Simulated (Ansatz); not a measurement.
SiO2: strain energy, fitted

SiO2, P4_32_12, a = 4.982 Å, c = 6.921 Å. This isn't the usual stable structure of the compound. Ansatz: r2SCAN, PAW, 500 eV, Γ-centred 6×6×4 mesh on 12 atoms, Gaussian smearing 0.02 eV; no spin polarisation. Series: biaxial strain in the a-b plane, c and atoms relaxed; x is the strain in per cent. y is the free energy over the unstrained cell, V0 = 14.312 Å³/atom.

```
x (%) y (meV/atom)
 -3.0          5.15
 -1.5          1.26
  0.0          0.00
  1.5          1.13
  3.0             ?
```

Problem. Fit y = c2 x² + c3 x³ to the other rows, turn c2 into a modulus, and predict the missing energy.

Solution. Least squares on the rows shown. y = 0.5279 x² − 0.01492 x³. In eV per unit strain² c2 is 5.279; M is the biaxial modulus (E = M V0 ε²): 5.279 × 160.2 / (14.312) = 59 GPa. At x = 3.0 the fit asked for gives 4.35 meV/atom. The run gave 4.45 meV/atom, so the fit is 0.10 meV/atom too low, a small miss on the scale of the series. The form still works here, 33 % of the fitted range beyond its end.